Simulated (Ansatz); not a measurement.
## SnO2 (R-3m), an elastic constant from a strain scan

The calculation used Ansatz, DFT LDA, scalar-relativistic, plane waves, PAW. The runs took a 420 eV cutoff, a Γ-centred 12×12×12 mesh and Gaussian smearing (0.05 eV). No spin polarisation. Energies are free energies at this smearing, counted from the undisturbed cell; pressure is positive in compression.

Zero of the scan (relaxed at this level; this form isn't the usual structure):

```xyz
3
Lattice="1.6039 0.9260 4.0814 -1.6039 0.9260 4.0814 0.0000 -1.8520 4.0814" Properties=species:S:1:pos:R:3 pbc="T T T"
Sn    0.0000    0.0000    6.1221
O     0.0000    0.0000    3.0021
O     0.0000    0.0000    9.2420
```

The cell holds layers and no dispersion correction was added, so their binding is poorly described.

The cell is strained by ε times the Voigt pattern (1, -1, 0, 0, 0, 0) (xx, yy, zz, yz, xz, xy; engineering shear) with fractional coordinates fixed. The cell holds 3 atoms in V0 = 36.37 Å³. The stress column is τ = (1/V0) dE/dε, got from the stress tensor σ (compression positive) at each point as −det(1 + εP) σ : P(1 + εP)⁻¹, with P the pattern as a tensor.

```csv
ε,ΔE (meV/atom),τ (GPa)
-0.0300,16.680,-14.808
-0.0200,7.380,-9.790
-0.0100,1.860,-4.858
0.0000,0.000,0.000
0.0100,1.843,4.804
0.0200,7.271,9.574
0.0300,16.314,14.328
0.0350,22.187,16.705
0.0400,?,?
```

Q: Which combination of elastic constants does this scan measure, and how large is it?

A: For small ε, τ = τ0 + Kε with K = pᵀCp, which for this pattern is C11 + C22 − 2 C12 in the Cartesian frame shown. The parabola through τ at ε = -0.0100, 0 and 0.0100 has slope K = 483 GPa at zero. The energies per cell, E = NΔE, of the same two points give K = 2[E(ε₊)/ε₊ − E(ε₋)/ε₋]/[(ε₊ − ε₋)V0] = 489 GPa, in agreement. These are clamped-ion values.

Q: Predict the withheld row at ε = 0.0400 from the harmonic law, and compare.

A: ΔE = V0(τ0 ε + Kε²/2)/N = 29.245 meV/atom and τ = 19.32 GPa. The calculation gives 28.951 meV/atom and 19.09 GPa, a miss of 1.0 % of the harmonic energy, so the harmonic law still holds here.

Forces appear on the atoms along this scan, and letting them relax would lower the energy and soften the response.

Cost: 10 runs of about 2.2 core-minutes in all, on Arm Neoverse V2 (shared hosts).